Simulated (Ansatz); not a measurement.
BaTiO3:

```
Ba Ti O
1.0
     4.00600    0.00000    0.00000
     0.00000    4.00600    0.00000
     0.00000    0.00000    4.00600
Ba Ti O
1 1 3
Direct
  0.50000 0.50000 0.50000
  0.00000 0.00000 0.00000
  0.00000 0.00000 0.50000
  0.00000 0.50000 0.00000
  0.50000 0.00000 0.00000
```

Base run:

```yaml
Program: Ansatz 0.2.0
Functional: PBEsol
Potentials_or_basis: Ansatz PAW
Cutoff: 420 eV
Density_cutoff: 1680 eV
k_mesh: 7 × 7 × 7
Occupations: fermi-dirac, width 0.05 eV
Spin: no spin polarisation
Hubbard_terms: Ti d U = 1 eV
```

Its results: band gap on the k mesh 1.92 eV, indirect (least direct gap 1.98 eV); pressure -4.3 GPa.

**Question.** The run is repeated on the same cell with these changes: hubbard terms from Ti d U = 1 eV to Ti d U = 3 eV. What comes out?

**Answer.** Band gap on the k mesh 2.14 eV, indirect (least direct gap 2.22 eV); pressure -3.7 GPa.

Caveats: odd divisions of the mesh miss points on the zone boundary, where band edges often lie, so the gap on the mesh can be too wide; spin-orbit coupling is left out, which moves the levels of the heavy elements; the PAW data sets come from PBE, with cores solved anew for the run's functional, which leaves a small shift of forces and pressure; the density of states is complete only up to the lowest level of the last band computed.

A k mesh can miss the band edges.

Not every run made on this cell is shown here.
